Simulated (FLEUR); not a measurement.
# Hf (P6_3/mmc) in FLEUR: further runs, part 2 of 2

FLEUR MaX-R8.1 (later development tree).

### 3 Equation of state, RPBE, 21.04 Å³/atom (volume scaled by 0.94)

Input file inp.xml:

```xml
<?xml version="1.0" encoding="UTF-8" standalone="no"?>
<fleurInput fleurInputVersion="0.39">
   <comment>
      Hf                                                                                                  
   </comment>
   <calculationSetup>
      <cutoffs Kmax="4.1" Gmax="12.7" GmaxXC="12.7" numbands="0"/>
      <scfLoop itmax="60" minDistance="0.00001" maxIterBroyd="15" imix="Anderson" alpha="0.05" precondParam="0.0" spinf="2.0" sdNocoIR="T"/>
      <coreElectrons ctail="T" frcor="F" kcrel="0" coretail_lmax="0"/>
      <xcFunctional name="Rpbe" relativisticCorrections="F"/>
      <magnetism jspins="1"/>
      <soc l_soc="F" theta="0.0" phi="0.0" spav="F"/>
      <expertModes spex="0" secvar="F"/>
      <geometryOptimization l_f="F" forcealpha="1.0" forcemix="BFGS" epsdisp="0.00001" epsforce="0.00001"/>
      <ldaU l_linMix="F" mixParam="0.05" spinf="1.0"/>
   </calculationSetup>
   <cell>
      <bzIntegration valenceElectrons="52.0" mode="hist" fermiSmearingEnergy="0.00183747">
         <kPointListSelection listName="default-1"/>
         <!-- k-points included here -->
         <xi:include xmlns:xi="http://www.w3.org/2001/XInclude" href="kpts.xml"> </xi:include>
      </bzIntegration>
      <!-- symmetry operations included here -->
      <xi:include xmlns:xi="http://www.w3.org/2001/XInclude" href="sym.xml"> </xi:include>
      <bulkLattice scale="0.9795861087">
         <bravaisMatrix>
            <row-1>    6.0408875025088191     0.0000000000000000     0.0000000000000000</row-1>
            <row-2>   -3.0204437512544096     5.2315620386186819     0.0000000000000000</row-2>
            <row-3>    0.0000000000000000     0.0000000000000000     9.5578567930018803</row-3>
         </bravaisMatrix>
      </bulkLattice>
   </cell>
   <atomSpecies>
      <species name="Hafnium (Hf)" element="Hf" atomicNumber="72">
         <mtSphere radius="2.66" gridPoints="879" logIncrement="0.015"/>
         <atomicCutoffs lmax="11" lnonsphr="8"/>
         <electronConfig flipSpins="F">
            <coreConfig>(1s1/2) (2s1/2) (2p1/2) (2p3/2) (3s1/2) (3p1/2) (3p3/2) (4s1/2) (3d3/2) (3d5/2) (4p1/2) (4p3/2) (4d3/2) (4d5/2)</coreConfig>
            <valenceConfig>(5s1/2) (5p1/2) (5p3/2) (6s1/2) (4f5/2) (4f7/2) (5d3/2) (5d5/2)</valenceConfig>
            <stateOccupation state="(5d3/2)" spinUp="0.400000" spinDown="0.400000"/>
            <stateOccupation state="(5d5/2)" spinUp="0.600000" spinDown="0.600000"/>
         </electronConfig>
         <energyParameters s="6" p="6" d="5" f="4"/>
         <lo type="SCLO" l="0" n="5" eDeriv="0"/>
         <lo type="SCLO" l="1" n="5" eDeriv="0"/>
         <lo type="SCLO" l="2" n="5" eDeriv="2"/>
         <lo type="SCLO" l="3" n="4" eDeriv="2"/>
      </species>
   </atomSpecies>
   <atomGroups>
      <atomGroup species="Hafnium (Hf)">
         <relPos label="                   1">-1.000/3.000 1.000/3.000 -1.000/4.000</relPos>
         <relPos label="                   2">1.000/3.000 -1.000/3.000 1.000/4.000</relPos>
         <force calculate="T" relaxXYZ="TTT"/>
      </atomGroup>
   </atomGroups>
   <output dos="F" band="F" slice="F">
      <checks vchk="F" cdinf="F"/>
      <bandDOS minEnergy="-.5*Htr" maxEnergy="0.5*Htr" sigma="0.015" storeEVData="T"/>
      <vacuumDOS vacdos="F" integ="F" star="F" nstars="0" locx1="0.0" locy1="0.0" locx2="0.0" locy2="0.0" nstm="0" tworkf="0.0"/>
      <unfoldingBand unfoldBand="F" supercellX="1" supercellY="1" supercellZ="1"/>
      <plotting iplot="0" polar="F">
         <plot TwoD="T" vec1="  1.0  0.0  0.0" vec2="  0.0  1.0  0.0" vec3="  0.0  0.0  1.0" zero="  0.0  0.0  0.0" file="plot"/>
      </plotting>
      <chargeDensitySlicing numkpt="0" minEigenval="0.0" maxEigenval="0.0" nnne="0" pallst="F"/>
      <specialOutput eonly="F"/>
      <moessbauerParams electricFieldGradient="T" isomerShift="T" coreHyperfine="T" valenceHyperfine="T"/>
      <magneticCircularDichroism mcd="F" energyLo="-10.0" energyUp="0.0"/>
   </output>
  <!-- We include the file relax.xml here to enable relaxations (see documentation) -->
  <xi:include xmlns:xi="http://www.w3.org/2001/XInclude" href="relax.xml"> <xi:fallback/> </xi:include>
</fleurInput>
```

Potentials or basis: all-electron, FLAPW.

Started as:

```
inpgen -f crystal.txt -profile fastHighL
# inp.xml edited to the form shown
fleur_MPI
```

What it wrote:

```text
Welcome to FLEUR        (www.flapw.de)
      MaX-Release 8.1          (www.max-centre.eu)

 ========== k-point set info ==========
 Selected k-point list: default-1
 k-point list type: mesh
 10 x 10 x 5
 Number of k points: 42

 ------------Calculation Setup---------------------------
 Number of MPI-tasks      :            1
 Number of PE/node        :            1
 Number of OMP-threads    :            1
 Most efficient MPI parallelization for:
           1           2           3           6           7          14          21          42
 Additional eigenvalue parallelization possible
 Number of basis functions:          398
 Approximate size of matrices (H+S) per k-point:         0.002 GB
 --------------------------------------------------------
 Iteration:     1   Distance:       9.55470386 me/bohr^3
 Iteration:     2   Distance:       8.52650426 me/bohr^3
 Iteration:     3   Distance:       4.74691421 me/bohr^3
 Iteration:     4   Distance:       1.15693645 me/bohr^3
 Iteration:     5   Distance:       0.99758107 me/bohr^3
 Iteration:     6   Distance:       0.26417449 me/bohr^3
 Iteration:     7   Distance:       0.23322246 me/bohr^3
 Iteration:     8   Distance:       0.02967764 me/bohr^3
 Iteration:     9   Distance:       0.03126077 me/bohr^3
 Iteration:    10   Distance:       0.00466790 me/bohr^3
 Iteration:    11   Distance:       0.00027245 me/bohr^3
 Iteration:    12   Distance:       0.00087600 me/bohr^3
 Iteration:    13   Distance:       0.00003836 me/bohr^3
 Iteration:    14   Distance:       0.00001006 me/bohr^3
 Iteration:    15   Distance:       0.00000415 me/bohr^3

 ********************************************************************
 Run finished successfully
 Stop message:
   all done
 ********************************************************************
```

out.xml (last iteration):

```text
<iteration numberForCurrentRun="   15" overallNumber="   15">
         <energyParameters units="Htr">
            <atomicEP atomType="1" spin="1" branch="6s" branchLowest="-1.79" branchHighest="1.91" value="0.3057140510"/>
            <atomicEP atomType="1" spin="1" branch="6p" branchLowest="-0.59" branchHighest="2.74" value="0.4365979942"/>
            <atomicEP atomType="1" spin="1" branch="5d" branchLowest="-6.93" branchHighest="0.95" value="0.4586224754"/>
            <atomicEP atomType="1" spin="1" branch="4f" branchLowest="-9.99" branchHighest="0.04" value="0.0584322846"/>
            <loAtomicEP atomType="1" spin="1" branch="5s" branchLowest="-18.17" branchHighest="-1.79" value="-1.8090758393"/>
            <loAtomicEP atomType="1" spin="1" branch="5p" branchLowest="-13.26" branchHighest="-0.59" value="-0.6762958101"/>
            <loAtomicEP atomType="1" spin="1" branch="5d" branchLowest="-6.93" branchHighest="0.95" value="0.4557519781"/>
            <loAtomicEP atomType="1" spin="1" branch="4f" branchLowest="-9.99" branchHighest="0.04" value="0.0370960075"/>
         </energyParameters>
         <eigenvalues>
            <eigenvaluesAt spin="1" ikpt="1" k_x="0.00000000" k_y="0.00000000" k_z="0.00000000">
                      -1.8120995329       -1.8086543616       -0.6815268047       -0.6480196641       -0.6480196641
                      -0.6424345061       -0.6423380615       -0.6423380615        0.0288848331        0.0304042529
                       0.0305881291        0.0305881291        0.0306098854        0.0306098854        0.0307240052
                       0.0311569875        0.0311569875        0.0313602351        0.0322728960        0.0322728960
                       0.0340977494        0.0342546671        0.1760984350        0.3129809114        0.4836471531
                       0.5034698510        0.5034698510        0.5149044036        0.5369509256        0.5369509256
                       0.5631258213        0.5631258214        0.6698815775        0.6698815775        0.8108910534
                       0.8657564169        0.9428783471        1.0078046661        1.1214484081        1.1363886976
            </eigenvaluesAt>
            <eigenvaluesAt spin="1" ikpt="2" k_x="0.00000000" k_y="0.00000000" k_z="0.20000000">
                      -1.8117732037       -1.8089860302       -0.6780547710       -0.6474824570       -0.6474824570
                      -0.6464622100       -0.6428860081       -0.6428860081        0.0289363399        0.0299945291
                       0.0299945291        0.0303411094        0.0306016472        0.0307015894        0.0307015894
                       0.0314326056        0.0314326056        0.0314505450        0.0325330951        0.0325330951
                       0.0341129818        0.0342401301        0.1904080317        0.3061818906        0.4667157985
                       0.4972426589        0.4972426589        0.5022404819        0.5257216932        0.5257216932
[... 8 lines left out ...]
                       0.0341502875        0.0341986659        0.2288207109        0.2760465371        0.4556224821
                       0.4745457512        0.4953318006        0.4953318006        0.5064355658        0.5064355659
                       0.6285363349        0.6285363349        0.6660449135        0.6660449135        0.8483317232
                       0.8856249041        0.9610534051        1.0401392155        1.0401392155        1.0621454561
            </eigenvaluesAt>
            <eigenvaluesAt spin="1" ikpt="4" k_x="0.00000000" k_y="0.10000000" k_z="0.00000000">
                      -1.8118593420       -1.8085630928       -0.6803673159       -0.6505104304       -0.6488483185
                      -0.6449561635       -0.6429672182       -0.6426635290        0.0289761341        0.0304555079
                       0.0304570219        0.0305538864        0.0306253225        0.0306844717        0.0309351835
                       0.0312206557        0.0312578773        0.0314838691        0.0321138868        0.0322454369
                       0.0338654688        0.0340093929        0.1879325336        0.3245199931        0.4682055480
                       0.4780462365        0.5148744712        0.5234734842        0.5346485519        0.5477693213
                       0.5485525750        0.5519056434        0.6791512981        0.6988277587        0.8159865826
                       0.8960549617        0.9603607540        1.0223744424        1.0465066443        1.0924104204
            </eigenvaluesAt>
         </eigenvalues>
         <bandgap value="0.0055937147" units="eV"/>
         <sumValenceSingleParticleEnergies value="-11.2789801367" units="Htr"/>
         <FermiEnergy value="0.4563465595" units="Htr"/>
         <valenceDensity>
            <mtCharges spin="1">
               <mtCharge atomType="1" total="24.1490429" s="2.3951855" p="6.1854212" d="1.5679630" f="13.9967308"/>
            </mtCharges>
            <spinDependentCharge spin="1" total="52.0000000" interstitial="3.7019142" mtSpheres="48.2980858"/>
            <totalCharge value="52.0000000000"/>
         </valenceDensity>
         <coreStates atomType="     1" atomicNumber=" 72" spin="1" kinEnergy="  16352.3485538689" eigValSum="  -9217.0749621334" lostElectrons=" 0.000001">
            <state n="1" l="0" j="0.5" energy="-2395.5172366100" weight="1.0000000000"/>
            <state n="2" l="0" j="0.5" energy="-408.8739724954" weight="1.0000000000"/>
            <state n="2" l="1" j="0.5" energy="-390.3584713418" weight="1.0000000000"/>
            <state n="2" l="1" j="1.5" energy="-346.5688728161" weight="2.0000000000"/>
            <state n="3" l="0" j="0.5" energy="-92.6626578108" weight="1.0000000000"/>
            <state n="3" l="1" j="0.5" energy="-84.4784337088" weight="1.0000000000"/>
            <state n="3" l="1" j="1.5" energy="-75.0910280052" weight="2.0000000000"/>
            <state n="4" l="0" j="0.5" energy="-18.1690870091" weight="1.0000000000"/>
            <state n="3" l="2" j="1.5" energy="-61.2902287358" weight="2.0000000000"/>
            <state n="3" l="2" j="2.5" energy="-59.2434452576" weight="3.0000000000"/>
            <state n="4" l="1" j="0.5" energy="-14.8169502636" weight="1.0000000000"/>
            <state n="4" l="1" j="1.5" energy="-12.6705233689" weight="2.0000000000"/>
            <state n="4" l="2" j="1.5" energy="-7.1736626645" weight="2.0000000000"/>
            <state n="4" l="2" j="2.5" energy="-6.7805682911" weight="3.0000000000"/>
         </coreStates>
         <allElectronCharges>
            <spinDependentCharge spin="1" total="144.0000000" interstitial="3.7019162" mtSpheres="140.2980838"/>
            <totalCharge value="143.9999999989"/>
         </allElectronCharges>
         <moessbauerParams unitsHFF="kG" unitsIS="e/bohr^3" unitsEFG="Htr/bohr^2">
            <coreIsomerShift atomType="1" isTotal="1283777.35792">
               <shell n="1" l="0" isomerShift="1078643.66037"/>
               <shell n="2" l="0" isomerShift="151712.77050"/>
               <shell n="2" l="1" isomerShift="8637.83796"/>
               <shell n="3" l="0" isomerShift="33845.53603"/>
               <shell n="3" l="1" isomerShift="2148.84257"/>
               <shell n="4" l="0" isomerShift="8276.53438"/>
               <shell n="3" l="2" isomerShift="0.00081"/>
               <shell n="4" l="1" isomerShift="512.17510"/>
               <shell n="4" l="2" isomerShift="0.00020"/>
            </coreIsomerShift>
            <isomerShift atomType="1" nucleusRadius="0.0001330" averageDensity="1285223.16210"/>
            <electricFieldGradient atomType="1" VXX="-0.55015" VYY="-0.55015" VZZ="1.10029" asymParam="0.00000">
            </electricFieldGradient>
         </moessbauerParams>
         <totalEnergy                                    value="   -30196.5805385184" units="Htr">
            <sumOfEigenvalues                            value="   -18445.4289044036">
               <coreElectrons value="-18434.1499242669"/>
               <valenceElectrons value="-11.2789801367"/>
            </sumOfEigenvalues>
            <densityCoulombPotentialIntegral value="-51423.9663888138"/>
            <densityEffectivePotentialIntegral value="-52231.1093147461"/>
            <chargeDenXCDenIntegral value="-620.8444186809"/>
            <FockExchangeEnergyValence value="0.0000000000"/>
            <FockExchangeEnergyCore value="0.0000000000"/>
            <atomTypeDependentContributions atomType="1">
               <electronNucleiInteractionDifferentMTs value="37572.5194075496"/>
               <MadelungTerm value="-76.9139282235"/>
            </atomTypeDependentContributions>
            <tkbTimesEntropy value="0.0003346111"/>
            <freeEnergy value="-30196.5808731295"/>
            <extrapolationTo0K value="-30196.5807058239"/>
         </totalEnergy>
         <densityConvergence units="me/bohr^3">
            <chargeDensity spin="1" distance="0.0000041484"/>
         </densityConvergence>
      </iteration>
```

Run time: 31 s. Hardware: 1 thread of Arm Neoverse V2, shared host; peak memory 0.08 GiB.

What came out:

- Free energy: -821690.8254 eV
- Band gap on the k mesh: none (metal or under the smearing width)
- Valence electrons inside the program's atomic spheres: Hf 24.15 (radii Hf 2.66 bohr)

### 4 Equation of state, RPBE, 21.49 Å³/atom (volume scaled by 0.96)

Changes to inp.xml since step 3:

```diff
@@ -24,3 +24,3 @@
       <xi:include xmlns:xi="http://www.w3.org/2001/XInclude" href="sym.xml"> </xi:include>
-      <bulkLattice scale="0.9795861087">
+      <bulkLattice scale="0.9864848297">
          <bravaisMatrix>
```

Started as:

```
inpgen -f crystal.txt -profile fastHighL
# inp.xml edited to the form shown
fleur_MPI
```

Run time: 31 s. Hardware: 1 thread of Arm Neoverse V2, shared host; peak memory 0.09 GiB.

The run converged. Its results:

```
Free energy                                           : -821690.8799 eV
Band gap on the k mesh                                : none (metal or under the smearing width)
Valence electrons inside the program's atomic spheres : Hf 24.11 (radii Hf 2.66 bohr)
```

### 5 Equation of state, RPBE, 22.38 Å³/atom

Changes to inp.xml since step 4:

```diff
@@ -24,3 +24,3 @@
       <xi:include xmlns:xi="http://www.w3.org/2001/XInclude" href="sym.xml"> </xi:include>
-      <bulkLattice scale="0.9864848297">
+      <bulkLattice scale="1.0000000000">
          <bravaisMatrix>
```

Started as:

```
inpgen -f crystal.txt -profile fastHighL
# inp.xml edited to the form shown
fleur_MPI
```

Run time: 33 s. Hardware: 1 thread of Arm Neoverse V2, shared host; peak memory 0.09 GiB.

Results (log left out):

```
Free energy                                           : -821690.9446 eV
Band gap on the k mesh                                : none (metal or under the smearing width)
Valence electrons inside the program's atomic spheres : Hf 24.03 (radii Hf 2.66 bohr)
```

### 6 Equation of state, RPBE, 23.28 Å³/atom (volume scaled by 1.04)

Changes to inp.xml since step 5:

```diff
@@ -24,3 +24,3 @@
       <xi:include xmlns:xi="http://www.w3.org/2001/XInclude" href="sym.xml"> </xi:include>
-      <bulkLattice scale="1.0000000000">
+      <bulkLattice scale="1.0131594038">
          <bravaisMatrix>
```

Potentials or basis: all-electron, FLAPW.

Started as:

```
inpgen -f crystal.txt -profile fastHighL
# inp.xml edited to the form shown
fleur_MPI
```

Wall time 34 s (1 thread of Arm Neoverse V2, shared host); peak memory 0.09 GiB.

The run converged. Its results:

```yaml
Free_energy: -821690.9583 eV
Band_gap_on_the_k_mesh: none (metal or under the smearing width)
Valence_electrons_inside_the_program's_atomic_spheres: Hf 23.96 (radii Hf 2.66 bohr)
```

### 7 Equation of state, RPBE, 23.72 Å³/atom (volume scaled by 1.06)

Changes to inp.xml since step 6:

```diff
@@ -24,3 +24,3 @@
       <xi:include xmlns:xi="http://www.w3.org/2001/XInclude" href="sym.xml"> </xi:include>
-      <bulkLattice scale="1.0131594038">
+      <bulkLattice scale="1.0196128224">
          <bravaisMatrix>
```

Started as:

```
inpgen -f crystal.txt -profile fastHighL
# inp.xml edited to the form shown
fleur_MPI
```

Run time: 35 s. Hardware: 1 thread of Arm Neoverse V2, shared host; peak memory 0.09 GiB.

Results (log left out):

```yaml
Free_energy: -821690.9490 eV
Band_gap_on_the_k_mesh: none (metal or under the smearing width)
Valence_electrons_inside_the_program's_atomic_spheres: Hf 23.93 (radii Hf 2.66 bohr)
```

### 8 Equation of state, RPBE

No new run: the results of the series are fitted here.

Results:

```yaml
Equilibrium_volume: 23.10 Å³/atom
Bulk_modulus_at_fixed_shape_and_positions: 101 GPa
Pressure_derivative_of_the_bulk_modulus: "3.7 (rough: it moves with the points fitted)"
```

Energy against volume, from the lowest point:
```tsv
volume (Å³/atom)	energy (meV/atom)
21.037	66.45
21.485	39.22
22.380	6.87
23.276	0.00
23.723	4.67
```

Caveat: the cell was scaled at fixed shape and fractional positions, which overstates the stiffness of a crystal with free parameters, most of all of layers and chains. Spin-orbit coupling is left out, which matters for the levels of Hf.
